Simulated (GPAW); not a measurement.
# GaP (F-43m) in GPAW: further runs, part 2 of 2

GPAW 26.7.0.

## (3) Elastic constants, revPBE, 20.24 Å³/atom

Input file run.py:

```python
import json
import numpy as np
import spglib
from ase import Atoms
from ase.constraints import FixSymmetry
from ase.filters import FrechetCellFilter
from ase.io import write
from ase.optimize import BFGS
from ase.stress import full_3x3_to_voigt_6_stress, voigt_6_to_full_3x3_strain, voigt_6_to_full_3x3_stress
from ase.units import GPa
from gpaw import GPAW, PW

atoms = Atoms(['Ga', 'P'],
              cell=[[0.0, 2.72525, 2.72525],
                    [2.72525, 0.0, 2.72525],
                    [2.72525, 2.72525, 0.0]],
              scaled_positions=[[0.0, 0.0, 0.0],
                                [0.75, 0.75, 0.75]],
              pbc=True)

calc = GPAW(mode=PW(600),
            xc='revPBE',
            kpts={'size': (8, 8, 8), 'gamma': True},
            occupations={'name': 'fermi-dirac', 'width': 0.05},
            nbands=11,
            convergence={'density': 1e-06, 'eigenstates': 1e-09},
            maxiter=150,
            txt='gpaw.txt')
atoms.calc = calc
atoms.set_constraint(FixSymmetry(atoms))
BFGS(FrechetCellFilter(atoms), trajectory='relax.traj', logfile='-').run(fmax=0.005, steps=40)
atoms.set_constraint()
energy = atoms.get_potential_energy()
forces = atoms.get_forces()
stress = atoms.get_stress()
calc.write('gs.gpw')
write('result.traj', atoms)
print('Cell:', atoms.cell.cellpar().round(4))
print(atoms.get_scaled_positions().round(5))

gpts = tuple(int(n) for n in calc.get_number_of_grid_points())
cell = atoms.cell[:].T
dataset = spglib.get_symmetry((atoms.cell[:], atoms.get_scaled_positions(), atoms.numbers), symprec=1e-4)
rotations = [cell @ w @ np.linalg.inv(cell) for w in dataset['rotations']]
strains, clamped, relaxed = [], [], []
for v in [0, 3]:
    for e in (-0.01, 0.01):
        voigt = np.zeros(6)
        voigt[v] = e
        F = voigt_6_to_full_3x3_strain(voigt)
        a = atoms.copy()
        a.set_cell(atoms.cell[:] @ F, scale_atoms=True)
        c = GPAW(mode=PW(600),
                 xc='revPBE',
                 kpts={'size': (8, 8, 8), 'gamma': True},
                 occupations={'name': 'fermi-dirac', 'width': 0.05},
                 nbands=11,
                 convergence={'density': 1e-06, 'eigenstates': 1e-09},
                 maxiter=150,
                 gpts=gpts,
                 txt=f'strain-{v}{e:+.3f}.txt')
        a.calc = c
        s0 = s1 = a.get_stress() - stress
        BFGS(a, logfile=None).run(fmax=0.003, steps=25)
        s1 = a.get_stress() - stress
        print(v, e, 'clamped', (s0 / GPa).round(3), 'relaxed', (s1 / GPa).round(3), flush=True)
        for R in rotations:  # images under the point group
            eps = R @ (F - np.eye(3)) @ R.T
            strains.append(full_3x3_to_voigt_6_stress(eps) * [1, 1, 1, 2, 2, 2])
            for s, rows in ((s0, clamped), (s1, relaxed)):
                rows.append(full_3x3_to_voigt_6_stress(R @ voigt_6_to_full_3x3_stress(s) @ R.T))

C0, C = (np.linalg.lstsq(np.array(strains), np.array(s), rcond=None)[0].T / GPa for s in (clamped, relaxed))
print('Clamped-ion Cij (GPa):')
print(C0.round(1))
print('Relaxed-ion Cij (GPa):')
print(C.round(1))
json.dump({'clamped': C0.tolist(), 'relaxed': C.tolist()}, open('elastic.json', 'w'))
```

Potentials or basis: the program's PAW data sets (release 1.2.1) made for this functional, pw.

On the command line:

```sh
> OMP_NUM_THREADS=1 python run.py
```

Run time: 3.1 min. Hardware: 1 thread of Arm Neoverse V2, shared host; peak memory 0.3 GiB.

The run converged. Its results:

```
Free energy                                  : -8.5006 eV
Relaxed volume                               : 21.69 Å³/atom
Relaxed cell                                 : a = 3.944 Å, b = 3.944 Å, c = 3.944 Å, α = 60.00°, β = 60.00°, γ = 60.00°
Space group after relaxing (to 0.05 Å)       : F-43m (No. 216)
Pressure after relaxing                      : 0.0 GPa
Band gap on the k mesh                       : 1.41 eV, direct
Elastic constants C11, C12, C44              : 121, 52, 61 GPa
Voigt bulk modulus                           : 75 GPa
Bulk modulus (Hill)                          : 75 GPa
Shear modulus (Hill)                         : 48 GPa
Young's modulus                              : 119 GPa
Poisson's ratio (from the elastic constants) : 0.23
```

Caveat: the data sets keep Ga 3d, Li 1s and Be 1s frozen, and some such compounds lay over 1.5 % in volume off other programs; the density grid can change from cell to cell, which puts small steps into energies and stress.

## (4) Elastic constants, PBEsol, 20.24 Å³/atom

run.py, as its differences from that of step 3:

```diff
@@ -3,6 +3,5 @@
 import spglib
-from ase import Atoms
 from ase.constraints import FixSymmetry
 from ase.filters import FrechetCellFilter
-from ase.io import write
+from ase.io import read, write
 from ase.optimize import BFGS
@@ -10,14 +9,10 @@
 from ase.units import GPa
-from gpaw import GPAW, PW
+from gpaw import GPAW, PW, setup_paths
 
-atoms = Atoms(['Ga', 'P'],
-              cell=[[0.0, 2.72525, 2.72525],
-                    [2.72525, 0.0, 2.72525],
-                    [2.72525, 2.72525, 0.0]],
-              scaled_positions=[[0.0, 0.0, 0.0],
-                                [0.75, 0.75, 0.75]],
-              pbc=True)
+setup_paths.insert(0, '.')
+
+atoms = read('GaP.xyz')
 
 calc = GPAW(mode=PW(600),
-            xc='revPBE',
+            xc='PBEsol',
             kpts={'size': (8, 8, 8), 'gamma': True},
@@ -53,3 +48,3 @@
         c = GPAW(mode=PW(600),
-                 xc='revPBE',
+                 xc='PBEsol',
                  kpts={'size': (8, 8, 8), 'gamma': True},
```

Input file GaP.xyz:

```xyz
2
Lattice="0.0000000000 2.7252500000 2.7252500000 2.7252500000 0.0000000000 2.7252500000 2.7252500000 2.7252500000 0.0000000000" Properties=species:S:1:pos:R:3 pbc="T T T"
Ga     0.0000000000      0.0000000000      0.0000000000
P      4.0878750000      4.0878750000      4.0878750000
```

Potentials or basis: PAW data sets generated in the run's folder for this functional, pw.

On the command line:

```sh
> gpaw-setup -f PBEsol Ga P
> OMP_NUM_THREADS=1 python run.py
```

Run time: 2.9 min. Hardware: 1 thread of Arm Neoverse V2, shared host; peak memory 0.32 GiB.

The run converged. Its results:

| Property | Result |
| --- | --- |
| Free energy | -9.8278 eV |
| Relaxed volume | 20.58 Å³/atom |
| Relaxed cell | a = 3.876 Å, b = 3.876 Å, c = 3.876 Å, α = 60.00°, β = 60.00°, γ = 60.00° |
| Space group after relaxing (to 0.05 Å) | F-43m (No. 216) |
| Pressure after relaxing | 0.0 GPa |
| Band gap on the k mesh | 1.56 eV, indirect (least direct gap 1.67 eV) |
| Elastic constants C11, C12, C44 | 134, 64, 64 GPa |
| Voigt bulk modulus | 87 GPa |
| Bulk modulus (Hill) | 87 GPa |
| Shear modulus (Hill) | 51 GPa |
| Young's modulus | 127 GPa |
| Poisson's ratio (from the elastic constants) | 0.26 |

Caveat: the data sets keep Ga 3d, Li 1s and Be 1s frozen, and some such compounds lay over 1.5 % in volume off other programs; the density grid can change from cell to cell, which puts small steps into energies and stress.

## (5) How close it comes

Step 2. Against the measured gap of GaP, 2.34 eV (indirect; 10 K; quoted in “Stacking defects in GaP nanowires: Electronic structure and optical properties”, 2018, arxiv:1810.01194), the calculated 1.66 eV is off by -0.68 eV. Spin-orbit coupling on Ga is left out. The value is that of PBE+D3(BJ) on a finite k mesh, which can miss the band edges, without temperature or zero-point motion. Semilocal functionals fall short of measured gaps as a rule.
